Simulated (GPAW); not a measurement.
The system is MgS.

```xyz
2
Lattice="0.0000 2.8331 2.8331 2.8331 0.0000 2.8331 2.8331 2.8331 0.0000" Properties=species:S:1:pos:R:3 pbc="T T T"
S     1.4166    1.4166    1.4166
Mg    0.0000    0.0000    0.0000
```

The cell comes from a database or a generator and needn't be the stable form of this composition.

- Program: GPAW 26.7.0
- Task: relaxation of cell and atoms
- Functional: PBEsol
- Dispersion: D3(BJ)
- Potentials or basis: PAW data sets generated in the run's folder for this functional
- Cutoff: 800 eV
- Basis: pw
- k mesh: 8 × 8 × 8
- Occupations: fermi-dirac, width 0.05 eV
- Spin: no spin polarisation

At the start: pressure -2.0 GPa; volume 22.74 Å³/atom.

**Question.** How do energy, volume and symmetry change on relaxing?

**Answer.** Over 3 steps the energy falls by 5.0 meV/atom and the volume is 21.93 Å³/atom (-3.6 %); space group F-43m (No. 216, to 0.05 Å).

The path:
| step | energy change (eV) | largest force (eV/Å) | pressure (GPa) | volume (Å³) |
| --- | --- | --- | --- | --- |
| 1 | 0.0000 | 0.0000 | -2.02 | 45.48 |
| 2 | -0.0032 | 0.0000 | -1.69 | 45.20 |
| 3 | -0.0099 | 0.0000 | 0.07 | 43.86 |

Final structure:
```
S Mg
1.0
     0.00000    2.79911    2.79911
     2.79911    0.00000    2.79911
     2.79911    2.79911    0.00000
S Mg
1 1
Direct
  0.25000 0.25000 0.25000
  0.00000 0.00000 0.00000
```

Caveat: later steps reuse the first step's grids.
